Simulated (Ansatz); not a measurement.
Starting cell, CsCl (CsCl type):

```xyz
4
Lattice="8.4105 0.0000 0.0000 4.2053 4.2053 0.0000 4.2053 0.0000 4.2053" Properties=species:S:1:pos:R:3 pbc="T T T"
Cs     0.0000     0.0000     0.0000
Cs     4.2053     0.0000     0.0000
Cl    10.5132     2.1026     2.1026
Cl     6.3079     2.1026     2.1026
```

The atoms are displaced by Q × the pattern below (from a DFPT mode at R = (0.5, 0.5, 0.5), largest move 1; Q in Å), at fixed cell. It is one choice among 3 degenerate patterns. (q is in reciprocal vectors of the primitive cell; the cell shown is doubled to hold the pattern.)

```
atom      x      y       z
----  -----  -----  ------
Cs1   0.000  0.000   1.000
Cs2   0.000  0.000  -1.000
```

Atoms not listed stay in place.

Level of theory: PBE (plane waves to 420 eV, PAW, scalar-relativistic; Ansatz, an electronic-structure program). k mesh 8×8×8 (Γ-centred), Fermi-Dirac smearing 0.05 eV. E stands for the smeared free energy. CsCl was relaxed with its symmetry unable to fall. The zero of ΔE is the undisplaced structure.

Question: Predict the ΔE (meV/cell) and −dE/dQ from forces (eV/Å) at Q (Å) = -0.180, -0.090, -0.060, 0.030, 0.120, 0.150.

Answer: 
```
Q (Å)   ΔE (meV/cell)  −dE/dQ from forces (eV/Å)
------  -------------  -------------------------
-0.180           51.2                      0.595
-0.090           12.4                      0.278
-0.060            5.5                      0.183
0.030             1.4                     -0.091
0.120            22.2                     -0.377
0.150            35.0                     -0.482
```

(For displaced atoms, the force is minus the slope of the energy, and its curvature is a force constant, which sets phonon frequencies.)
